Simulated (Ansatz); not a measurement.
**Polymorphs of AlRu4**

Method: DFT PBE, scalar-relativistic, plane waves, PAW in Ansatz 0.2.0. Settings: cutoff 420 eV, Γ-centred meshes spaced at most about 0.3 Å⁻¹, and about 0.25 Å⁻¹ or finer for metals (2π included), Gaussian smearing. No spin polarisation.

Energies over the elements count from the elements' standard structures at the same level, with no fitted energy shifts.

These are static total energies at zero pressure. The comparison covers the computed candidates alone.

Invented guesses were relaxed alike, and ends that match in structure were merged. ΔE counts from the first row. Coordination counts all near atoms (those within 1.25 times the shortest distance at each site). The ends were matched against large subsets of the Crystallography Open Database and the Materials Project, so a missing match doesn't prove that a structure is unreported.

```tsv
#	reached from	type and space group	atoms	Å³/atom	coordination	ΔE (meV/atom)	gap on mesh (eV)	in databases
1	a cell proposed by chemical analogy	P-3m1 (No. 164)	5	13.9	Al 12, Ru 12	0	0.00	no match
2	a cell proposed by chemical analogy	P2_1/m (No. 11)	10	13.9	Al 12, Ru 12	28	0.00	no match
3	a cell proposed by chemical analogy	I4/m (No. 87)	5	13.9	Al 12, Ru 12	47	0.00	no match
4	SnI4 type (P-43m)	P-43m (No. 215)	5	16.6	Al 4, Ru 4	1155	0.00	no match
```

The lowest: Space group P-3m1 (No. 164), trigonal, a = 2.750 Å, c = 10.592 Å. Al has 6 Ru at 2.65 Å and 6 Al at 2.75 Å; around Ru on its first site lie 3 Al at 2.65 Å and 9 Ru at 2.66–2.75 Å; around Ru on its second site lie 12 Ru at 2.62–2.75 Å. Its energy over the elements is −0.13 eV/atom. A negative formation energy is needed for stability but isn't enough: competing phases decide. An observed structure of this formula, if there is one, may be missing.

```cif
data_structure
_symmetry_space_group_name_H-M 'P-3m1'
_symmetry_Int_Tables_number 164
_cell_length_a 2.7502
_cell_length_b 2.7502
_cell_length_c 10.5923
_cell_angle_alpha 90.000
_cell_angle_beta 90.000
_cell_angle_gamma 120.000
_cell_volume 69.38
loop_
_atom_site_label
_atom_site_type_symbol
_atom_site_symmetry_multiplicity
_atom_site_Wyckoff_symbol
_atom_site_fract_x
_atom_site_fract_y
_atom_site_fract_z
_atom_site_occupancy
Al1 Al 1 a 0.00000 0.00000 0.00000 1
Ru1 Ru 2 d 0.33333 0.66667 0.20000 1
Ru2 Ru 2 d 0.66667 0.33333 0.40191 1
```

The second: Space group P2_1/m (No. 11), monoclinic, a = 4.734 Å, b = 4.332 Å, c = 7.170 Å, β = 109.0°. Around Al lie 12 Ru at 2.65–2.77 Å; around Ru on its first site lie 10 Ru at 2.66–2.77 Å and 2 Al at 2.71–2.76 Å; Ru on its second site has 9 Ru at 2.65–2.74 Å and 3 Al at 2.69–2.72 Å; Ru on its third site is surrounded by 3 Al at 2.65–2.75 Å and 9 Ru at 2.66–2.75 Å; 1 more site not described. Counting all near atoms, the first and the second both have Al 12, Ru 12. Cells relaxed within their symmetry can be saddle points. Some types were kept out of the candidates beforehand, so the set may lack a known form.
